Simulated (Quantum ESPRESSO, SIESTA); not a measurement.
# In-plane stress of wurtzite GaN under biaxial strain, QE, PBEsol

Calculated with Quantum ESPRESSO 7.5: PBEsol; plane waves, GBRV 1.5 ultrasoft, 50/300 Ry; k-mesh 8×8×4. The first two cell vectors are strained alike from typed lattice constants; the third vector's length and the atoms are relaxed. The typed cell isn't stress-free: at zero strain the reference's in-plane stress is -4.8 GPa, compression positive.

| in-plane strain (%) | in-plane stress (GPa, compression positive) |
| --- | --- |
| -4 | 13.72 |
| -3 | 8.633 |
| -2 | 3.685 |
| -1 | -0.637 |
| 0 | -4.755 |
| +1 | ? |
| +2 | -12.03 |
| +3 | -15.17 |
| +4 | -18 |

Task: Fit a second-order form in the logarithmic strain to the rows given and interpolate to the withheld row.

Worked fit:

With u = ln[(1 + ε)/(1 + ε0)], counted from the row at ε0 = +0 % where y0 = -4.755, a second-order form y = y0 + a u + b u² makes v = (y − y0)/u a line in u.

```
         u         v
-0.0408220  -452.575
-0.0304592  -439.539
-0.0202027  -417.766
-0.0100503  -409.738
 0.0198026  -367.375
 0.0295588  -352.349
 0.0392207  -337.704
```

With n = 7: mean u = -0.00185030, mean v = -396.721, Σ(u − ū)² = 0.0058835, Σ(u − ū)(v − v̄) = 8.3476. Slope b = 8.3476 / 0.0058835 = 1418.8; intercept a = v̄ − b ū = -394.10.

At the withheld row u = 0.009950, v = a + b u = -380.0, and y = y0 + u v.

Prediction at +1: -8.536 GPa. The run gave -8.532 GPa, so the fit is low by 0.0039 GPa (0.046 % of the value).

The first-order term gives a biaxial modulus of 394 GPa at ε0. The second-order term makes up 3.7 % of v at the withheld row. Among the rows given, the largest miss of the fit is at -2, by 0.10 GPa (0.32 % of the range of the table).

Limits: The nuclei are static. The DFT runs use Fermi–Dirac occupations of width 0.01 eV, and energies are free energies.

[Logs are printed without paths, hosts, clocks, repeated set-up lines and the standing remarks that a program may print on its own settings, such as how far it seeks lower states.]

[Hosts, paths, dates, database ids (printed as entryN), source tags and the programs' standing remarks are cut or masked in the printed files.]
